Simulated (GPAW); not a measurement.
# Al2O3 (Corundum) (R-3c) in GPAW: settings compared

One crystal, Al2O3 (Corundum), is run at these levels: TB-mBJ, r2SCAN; tasks: single point, band structure.

Program: GPAW 26.7.0. These are calculated values, not measurements. Logs are shortened: lines on timing, memory, paths and dates and some standing lists are left out, and cuts for length are marked. The log counts tension as positive stress, the text compression.

**Measured values to compare with.**

From “Multi-petahertz electron interference in Cr:Al2O3 solid-state material”, 2018, pmc:5906618, for a bulk crystal of Al2O3: band gap 8.7 eV (optical).

How close the calculation comes is told below.

### Step 1. The structure

It takes space group R-3c (No. 167, trigonal). The conventional cell has a = 4.760 Å, b = 4.760 Å, c = 12.996 Å, α = 90.00°, β = 90.00°, γ = 120.00°. Around Al (site symmetry 3) lie 6 O at 1.85 to 1.97 Å. Around O (site symmetry 2) lie 4 Al at 1.85 to 1.97 Å.

### Step 2. Single point, TB-mBJ

Input file run.py:

```python
from ase import Atoms
from ase.dft.bandgap import bandgap
from ase.io import write
from gpaw import GPAW, PW

atoms = Atoms(['Al', 'Al', 'Al', 'Al', 'O', 'O', 'O', 'O', 'O', 'O'],
              cell=[[2.38025, 1.3742379782, 4.3318666667],
                    [-2.38025, 1.3742379782, 4.3318666667],
                    [0.0, -2.7484759565, 4.3318666667]],
              scaled_positions=[[0.85216, 0.85216, 0.85216],
                                [0.64784, 0.64784, 0.64784],
                                [0.14784, 0.14784, 0.14784],
                                [0.35216, 0.35216, 0.35216],
                                [0.05668, 0.75, 0.44332],
                                [0.75, 0.44332, 0.05668],
                                [0.44332, 0.05668, 0.75],
                                [0.94332, 0.25, 0.55668],
                                [0.25, 0.55668, 0.94332],
                                [0.55668, 0.94332, 0.25]],
              pbc=True)

calc = GPAW(mode=PW(800),
            xc='TB09',
            kpts={'size': (6, 6, 6), 'gamma': True},
            occupations={'name': 'fermi-dirac', 'width': 0.05},
            nbands=44,
            convergence={'density': 1e-05, 'energy': 1e-05},
            eigensolver='cg',
            maxiter=150,
            txt='gpaw.txt')
atoms.calc = calc
energy = atoms.get_potential_energy()
calc.write('gs.gpw')
write('result.traj', atoms)
print('Fermi level:', round(calc.get_fermi_level(), 4), 'eV')
print(f'Gap: {bandgap(calc)[0]:.4f} eV, direct: {bandgap(calc, direct=True)[0]:.4f} eV')
```

Potentials or basis: GPAW PAW data sets for LDA (gpaw-data 1.2.1), pw.

Started as:

```sh
$ OMP_NUM_THREADS=1 python run.py
```

gpaw.txt:

```text
___ ___ ___ _ _ _
 |   |   |_  | | | |
 | | | | | . | | | |
 |__ |  _|___|_____|  26.7.0
 |___|_|

Input parameters:
  convergence: {density: 1e-05,
                energy: 1e-05}
  eigensolver: cg
  kpts: {gamma: True,
         size: (6, 6, 6)}
  maxiter: 150
  mode: {ecut: 800.0,
         name: pw}
  nbands: 44
  occupations: {name: fermi-dirac,
                width: 0.05}
  xc: TB09

System changes: positions, numbers, cell, pbc, initial_charges, initial_magmoms

Initialize ...

species:
  Al:
    name:    Aluminium
    Z:       13.0
    valence: 3
    core:    10
    charge:  0.0  # [|e|]
    compensation charges:
      type: gauss
      rc: 0.34  # [Å]
      lmax: 2
    cutoffs:
      filter: 1.91  # [Å]
      core: 2.36  # [Å]
    projectors
    | kind |    occ | energy [eV] | rcut [Å] |
    |------|--------|-------------|----------|
    |   3s |  2.000 |      -7.830 |    1.085 |
    |   3p |  1.000 |      -2.783 |    1.085 |
    |    s |        |      19.382 |    1.085 |
    |    p |        |      24.428 |    1.085 |
    |    d |        |       0.000 |    1.085 |

    Using partial waves for Al as LCAO basis

  O:
    name:    Oxygen
    Z:       8.0
    valence: 6
    core:    2
    charge:  0.0  # [|e|]
    compensation charges:
      type: gauss
      rc: 0.21  # [Å]
      lmax: 2
    cutoffs:
      filter: 1.17  # [Å]
      core: 0.83  # [Å]
    projectors
    | kind |    occ | energy [eV] | rcut [Å] |
    |------|--------|-------------|----------|
    |   2s |  2.000 |     -23.752 |    0.688 |
    |   2p |  4.000 |      -9.195 |    0.598 |
    |    s |        |       3.459 |    0.688 |
    |    p |        |      18.016 |    0.598 |
    |    d |        |       0.000 |    0.619 |

    Using partial waves for O as LCAO basis

Reference energy: -38481.133639  # eV

Spin-paired calculation

Convergence criteria:
 Maximum [total energy] change in last 3 cyles: 1e-05 eV / valence electron
 Maximum integral of absolute [dens]ity change: 1e-05 electrons / valence electron
 Maximum integral of absolute [eigenst]ate change: 4e-08 eV^2 / valence electron
 Maximum number of scf [iter]ations: 150
 (Square brackets indicate name in SCF output, whereas a 'c' in
 the SCF output indicates the quantity has converged.)

Symmetries present (total): 6

  ( 1  0  0)  ( 0  1  0)  ( 0  0  1)  ( 0  0 -1)  ( 0 -1  0)  (-1  0  0)
  ( 0  1  0)  ( 0  0  1)  ( 1  0  0)  (-1  0  0)  ( 0  0 -1)  ( 0 -1  0)
  ( 0  0  1)  ( 1  0  0)  ( 0  1  0)  ( 0 -1  0)  (-1  0  0)  ( 0  0 -1)

216 k-points: 6 x 6 x 6 Monkhorst-Pack grid + [1/12,1/12,1/12]
40 k-points in the irreducible part of the Brillouin zone
       k-points in crystal coordinates                weights
   0:     0.00000000    0.00000000    0.00000000          1/216
   1:     0.16666667    0.00000000   -0.16666667          6/216
   2:     0.16666667    0.00000000    0.00000000          6/216
   3:     0.16666667    0.16666667   -0.16666667          6/216
   4:     0.16666667    0.16666667    0.00000000          6/216
   5:     0.16666667    0.16666667    0.16666667          2/216
   6:     0.33333333   -0.16666667   -0.33333333          6/216
   7:     0.33333333   -0.16666667   -0.16666667          6/216
   8:     0.33333333   -0.16666667    0.00000000          6/216
   9:     0.33333333   -0.16666667    0.16666667          6/216
          ...
  39:     0.50000000    0.50000000    0.50000000          1/216

Wave functions: Plane wave expansion
  Cutoff energy: 800.000 eV
  Number of coefficients (min, max): 4328, 4382
  Pulay-stress correction: 0.000000 eV/Ang^3 (de/decut=0.000000)
  Using FFTW library
  ScaLapack parameters: grid=1x1, blocksize=None
  Wavefunction extrapolation:
    Improved wavefunction reuse through dual PAW basis

Occupation numbers: Fermi-Dirac:
  width: 0.0500  # eV

Eigensolver
   CG(niter=4, rtol=3.0e-01)

Densities:
  Coarse grid: 35*35*35 grid
  Fine grid: 70*70*70 grid
  Total Charge: 0.000000

Density mixing:
  Method: separate
  Backend: msr1
  Linear mixing parameter: 0.05
  old densities: 10
  Width of damping distribution: 1.1
  Damping of long wavelength oscillations: 20

Hamiltonian:
  XC and Coulomb potentials evaluated on a 70*70*70 grid
  Using the TB09 Exchange-Correlation functional
  External potential:
    NoExternalPotential

XC parameters: TB09 with 2 nearest neighbor stencil

Number of atoms: 10
Number of atomic orbitals: 40
Number of bands in calculation: 44
Number of valence electrons: 48
Bands to converge: occupied

... initialized

Initializing position-dependent things.

Density initialized from atomic densities
Creating initial wave functions:
  40 bands from LCAO basis set
  4 bands from random numbers

            Al

           OAl
                O
         O     O
        O
            AO

            Al

Atomic positions and initial magnetic moments

Positions:
   0 Al     0.000000   -0.000000   11.074330    ( 0.0000,  0.0000,  0.0000)
   1 Al    -0.000000   -0.000000    8.419070    ( 0.0000,  0.0000,  0.0000)
   2 Al    -0.000000   -0.000000    1.921270    ( 0.0000,  0.0000,  0.0000)
   3 Al    -0.000000   -0.000000    4.576530    ( 0.0000,  0.0000,  0.0000)
   4 O     -1.650275   -0.109884    5.414833    ( 0.0000,  0.0000,  0.0000)
   5 O      0.729975    1.484122    5.414833    ( 0.0000,  0.0000,  0.0000)
   6 O      0.920300   -1.374238    5.414833    ( 0.0000,  0.0000,  0.0000)
   7 O      1.650275    0.109884    7.580767    ( 0.0000,  0.0000,  0.0000)
   8 O     -0.729975   -1.484122    7.580767    ( 0.0000,  0.0000,  0.0000)
   9 O     -0.920300    1.374238    7.580767    ( 0.0000,  0.0000,  0.0000)

Unit cell:
           periodic     x           y           z      points  spacing
  1. axis:    yes    2.380250    1.374238    4.331867    35     0.1123
  2. axis:    yes   -2.380250    1.374238    4.331867    35     0.1123
  3. axis:    yes    0.000000   -2.748476    4.331867    35     0.1123

  Lengths:   5.130223   5.130223   5.130223
  Angles:   55.286671  55.286671  55.286671

Effective grid spacing dv^(1/3) = 0.1256

iter:   1  3120.172803
iter:   2  3157.224011   +1.25  -0.59
iter:   3  3150.324271   +0.59  -0.90
iter:   4  3164.968236   -0.37  -0.82
iter:   5  3179.800111   +0.01  -1.02
iter:   6  3186.380164   -0.66  -1.27
iter:   7  3191.612820   -1.16  -1.48
iter:   8  3191.245110   -1.12  -2.06
iter:   9  3191.318500   -2.17  -1.96
iter:  10  3191.692448   -2.83  -1.99
iter:  11  3194.561387   -1.39  -2.06
[... 11 lines left out ...]
iter:  23  3194.982615   -3.32  -2.97
iter:  24  3194.827961   -3.73  -3.57
iter:  25  3194.762739   -4.84  -3.77
iter:  26  3194.875592   -4.64  -3.88
iter:  27  3194.784327   -4.48  -3.80
iter:  28  3194.833243   -4.71  -3.95
iter:  29  3194.810812   -5.40  -3.87
iter:  30  3194.794586   -5.38  -4.49
iter:  31  3194.791256   -6.47  -4.68
iter:  32  3194.784446   -6.71  -4.74
iter:  33  3194.784645   -7.63c -5.92c
iter:  34  3194.783370   -8.58c -5.84c
iter:  35  3194.782463   -8.34c -6.15c
iter:  36  3194.783463   -8.73c -6.07c
iter:  37  3194.782470   -8.92c -5.99c
iter:  38  3194.782937   -9.27c -5.91c
iter:  39  3194.782887c  -9.54c -6.16c

Converged after 39 iterations.

Dipole moment: (-0.000000, -0.000000, -0.000000) |e|*Ang

Energy contributions relative to reference atoms: (reference = -38481.133639)

Kinetic:         +1.419287
Potential:      +24.092033
External:        +0.000000
XC:            +3171.132262
Entropy (-ST):   -0.000000
Local:           -1.860695
SIC:             +0.000000
--------------------------
Free energy:   +3194.782887
Extrapolated:  +3194.782887

Showing only first 2 kpts
 Kpt  Band  Eigenvalues  Occupancy
  0    22      6.65059    2.00000
  0    23      6.73107    2.00000
  0    24     14.91738    0.00000
  0    25     18.18982    0.00000

  1    22      6.59860    2.00000
  1    23      6.62401    2.00000
  1    24     16.31131    0.00000
  1    25     18.81651    0.00000

Fermi level: 7.84582

Gap: 8.186 eV
Transition (v -> c):
  (s=0, k=0, n=23, [0.00, 0.00, 0.00]) -> (s=0, k=0, n=24, [0.00, 0.00, 0.00])
No difference between direct/indirect transitions
Writing to gs.gpw (mode='')
```

stdout:

```text
Fermi level: 7.8458 eV
Gap: 8.1863 eV, direct: 8.1863 eV
```

It took 13 min on 1 thread of Arm Neoverse V2, shared host; peak memory 0.49 GiB.

Results:

- Band gap on the k mesh: 8.19 eV, direct

Levels at points of the mesh, in eV from the valence-band top:
```
           k point  band 22  band 23  band 24  band 25  band 26  band 27
(0.00, 0.00, 0.00)    -0.08    -0.08     0.00     8.19    11.46    13.09
(0.50, 0.00, 0.00)    -0.85    -0.26    -0.26    11.50    11.51    11.94
(0.50, 0.50, 0.00)    -0.84    -0.73    -0.27    11.79    12.07    12.09
(0.50, 0.50, 0.50)    -0.41    -0.41    -0.41    10.74    10.74    13.57
```

Caveat: a model potential gives levels but no total energy; the PAW data sets were made with another functional, which shifts forces and pressure a little.

### Step 3. Band structure, r2SCAN

Edit run.py of step 2 so:

```diff
@@ -3,2 +3,3 @@
 from ase.io import write
+from ase.units import GPa
 from gpaw import GPAW, PW
@@ -22,4 +23,4 @@
 calc = GPAW(mode=PW(800),
-            xc='TB09',
-            kpts={'size': (6, 6, 6), 'gamma': True},
+            xc='MGGA_X_R2SCAN+MGGA_C_R2SCAN',
+            kpts={'size': (5, 5, 5), 'gamma': True},
             occupations={'name': 'fermi-dirac', 'width': 0.05},
@@ -27,3 +28,2 @@
             convergence={'density': 1e-05, 'energy': 1e-05},
-            eigensolver='cg',
             maxiter=150,
@@ -32,5 +32,18 @@
 energy = atoms.get_potential_energy()
+forces = atoms.get_forces()
+stress = atoms.get_stress()
 calc.write('gs.gpw')
 write('result.traj', atoms)
+print(f'Energy: {energy:.6f} eV')
+print('Forces (eV/A):')
+print(forces.round(4))
+print('Stress (GPa):', (stress / GPa).round(3))
 print('Fermi level:', round(calc.get_fermi_level(), 4), 'eV')
 print(f'Gap: {bandgap(calc)[0]:.4f} eV, direct: {bandgap(calc, direct=True)[0]:.4f} eV')
+
+path = atoms.cell.bandpath('GLB1,BZGX,QFP1Z,LP', npoints=100, eps=1e-4)
+bs_calc = calc.fixed_density(kpts=path, symmetry='off', nbands=64,
+                             convergence={'bands': 'CBM+6.0', 'eigenstates': 1e-6}, txt='bands.txt')
+bs = bs_calc.band_structure()
+bs.write('bs.json')
+print(f'Gap on the path: {bandgap(bs_calc)[0]:.4f} eV')
```

Potentials or basis: GPAW PAW data sets (gpaw-data 1.2.1), pw.

Started as:

```sh
$ OMP_NUM_THREADS=1 python run.py
```

It took 21 min on 1 thread of Arm Neoverse V2, shared host; peak memory 1 GiB.

The run converged. Its results:

```yaml
Free_energy: -96.4735 eV
Pressure: 2.1 GPa
Largest_force: 0.036 eV/Å
Band_gap_on_the_k_mesh: 7.15 eV, direct
Band_gap_along_the_path: 7.15 eV, direct
```

Forces on the atoms (eV/Å):
```
Al   0.000  0.000 -0.011
Al   0.000  0.000  0.012
Al   0.000  0.000  0.011
Al   0.000  0.000 -0.012
O   -0.018 -0.031  0.000
O   -0.018  0.031  0.000
O    0.036  0.000  0.000
O    0.018  0.031  0.000
O    0.018 -0.031  0.000
O   -0.036  0.000  0.000
```

Stress tensor (GPa, compression positive):
```
2.20 0.00 0.00
0.00 2.20 0.00
0.00 0.00 1.89
```

Levels at the corners of the path, in eV from the valence-band top:
```csv
point,band 21,band 22,band 23,band 24,band 25,band 26,band 27,band 28
Γ,-0.54,-0.06,-0.06,0.00,7.15,10.16,11.91,12.62
L,-0.95,-0.95,-0.30,-0.30,10.45,10.45,10.70,10.70
B1,-0.89,-0.89,-0.54,-0.54,10.73,10.73,11.13,11.13
B,-0.89,-0.89,-0.54,-0.54,10.73,10.73,11.13,11.13
Z,-0.41,-0.41,-0.41,-0.41,9.64,9.64,12.14,12.14
Γ,-0.54,-0.06,-0.06,0.00,7.15,10.16,11.91,12.62
X,-0.93,-0.88,-0.60,-0.32,10.53,10.56,10.74,11.23
Q,-0.93,-0.88,-0.60,-0.32,10.53,10.56,10.74,11.23
F,-1.08,-0.94,-0.78,-0.29,10.62,10.80,10.91,11.46
P1,-1.08,-0.90,-0.78,-0.50,10.77,10.89,11.19,11.46
Z,-0.41,-0.41,-0.41,-0.41,9.64,9.64,12.14,12.14
L,-0.95,-0.95,-0.30,-0.30,10.45,10.45,10.70,10.70
P,-1.08,-0.90,-0.78,-0.50,10.77,10.89,11.19,11.46
```

Caveat: the PAW data sets were made with another functional, which shifts forces and pressure a little.

### Step 4. Comparison with measurements

Step 2. Against the measured gap of Al2O3, 8.7 eV (optical; quoted in “Multi-petahertz electron interference in Cr:Al2O3 solid-state material”, 2018, pmc:5906618), the calculated 8.19 eV is off by -0.51 eV. The value is that of TB-mBJ on a finite k mesh, which can miss the band edges, without temperature or zero-point motion.

Step 3. A measured gap of Al2O3 is 8.7 eV (optical; quoted in “Multi-petahertz electron interference in Cr:Al2O3 solid-state material”, 2018, pmc:5906618); the calculated 7.15 eV misses it by -1.55 eV. The value is that of r2SCAN, without temperature or zero-point motion.
